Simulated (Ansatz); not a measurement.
The system is BaTiO3.

```xyz
10
Lattice="0.0000 -2.8371 -2.8458 -3.9841 2.8371 -2.8458 3.9841 2.8371 -2.8458" Properties=species:S:1:pos:R:3 pbc="T T T"
Ba   -0.1095    2.8499   -2.9431
Ba   -3.8746   -0.0129   -5.5943
Ti    1.9707    0.0911   -2.7635
Ti    2.0134    2.7459   -5.6839
O     0.1049    0.1378   -2.9051
O    -0.1049    2.6992   -5.7222
O    -2.1383    1.8770   -4.3588
O     2.1383    1.0099   -4.2001
O     2.0061    1.3775   -1.5021
O     1.9780    1.4096   -7.0568
```

```yaml
Program: Ansatz 0.2.0
Task: relaxation of cell and atoms
Functional: PBE
Dispersion: D3(BJ)
Potentials_or_basis: Ansatz PAW
Cutoff: "420 eV (not typed: the program's choice for these potentials)"
k_mesh: 7 × 5 × 5
Occupations: fermi-dirac, width 0.05 eV
Spin: no spin polarisation
```

At the start: volume 12.87 Å³/atom.

Problem. How do energy, volume and symmetry change on relaxing?

Solution. It ends after 12 steps and the volume is 12.97 Å³/atom (+0.8 %); space group R3m (No. 160, to 0.05 Å).

Step by step:
```csv
step,energy change (eV),largest force (eV/Å),volume (Å³)
1,0.0000,11.6326,128.67
2,-3.3207,4.8043,128.56
3,-4.3446,1.2801,128.07
4,-4.4609,0.0587,128.46
5,-4.4628,0.1134,129.11
6,-4.4642,0.0820,129.15
7,-4.4775,0.1291,130.27
8,-4.4834,0.0057,129.66
9,-4.4835,0.0006,129.68
10,-4.4871,0.0006,129.68
11,-4.4869,0.0004,129.74
12,-4.4871,0.0004,129.74
```

Final structure:
```xyz
10
Lattice="0.0065 -2.8365 -2.8459 -4.0104 2.8371 -2.8374 4.0236 2.8372 -2.8558" Properties=species:S:1:pos:R:3 pbc="T T T"
Ba   -0.0213    2.8370   -2.8108
Ba   -4.0318    0.0004   -5.6474
Ti    1.9368   -0.0001   -2.7431
Ti    1.9434    2.8371   -5.5897
O     0.0621    0.0005   -2.8870
O     0.0687    2.8376   -5.7336
O    -1.9733    1.4410   -4.3272
O     2.0437    1.4410   -4.3364
O     2.0372    1.3972   -1.4900
O     2.0504    1.3979   -7.1825
```

Caveat: the plane-wave basis is chosen anew once the cell has moved, so the energies of steps on either side of that aren't comparable; the pressure holds a Pulay correction of +0.5 GPa for the finite cutoff.
